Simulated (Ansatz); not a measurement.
Convergence of TiAl$_{2}$ with the occupation rule

These are results of DFT PBEsol, scalar-relativistic, plane waves, PAW in Ansatz, not measurements.

```
Ti Al
1.0
     1.97955   -6.04720    0.00000
     1.97955    6.04720    0.00000
     0.00000    0.00000    4.03150
Ti Al
2 4
Direct
  0.64900 0.35100 0.00000
  0.35100 0.64900 0.00000
  0.00000 0.00000 0.00000
  0.82400 0.17600 0.50000
  0.17600 0.82400 0.50000
  0.50000 0.50000 0.50000
```

The plane-wave cutoff is 420 eV. The Γ-centred k-mesh is 10×10×10 and the spin treatment is unpolarised.

The atoms are held and the occupation rule is swept. Energies are extrapolated to zero smearing and count from the reference run, 10×10×10 Γ-centred mesh, Gaussian smearing 0.1 eV. The cell isn't necessarily relaxed at this level. Pressure is positive in compression.

```
      rule, width (eV)  ΔE (meV/atom)  ΔF, free energy (meV/atom) P (GPa) largest change of a force component (eV/Å)
          Gaussian 0.1           0.00                        0.00    -2.81                                       0.000
          Gaussian 0.2           0.30                       -3.23    -2.77                                       0.003
          Gaussian 0.3           0.74                       -9.09    -2.70                                       0.010
      Fermi–Dirac 0.01          -0.05                        0.89    -2.82                                       0.006
      Fermi–Dirac 0.05           0.07                       -0.68    -2.80                                       0.001
       Fermi–Dirac 0.5           20.7                        -239    -0.04                                       0.088
Methfessel–Paxton 0.01          -0.04                        0.95    -2.82                                       0.007
 Methfessel–Paxton 0.1          -0.04                        0.99    -2.82                                       0.001
 Methfessel–Paxton 0.2           0.11                        1.31    -2.82                                       0.002
             cold 0.01          -0.04                        0.95    -2.82                                       0.008
             cold 0.05          -0.05                        0.95    -2.82                                       0.003
              cold 0.5           1.97                        5.22    -2.81                                       0.020
           tetrahedron           0.14                        1.14    -2.82                                       0.003
```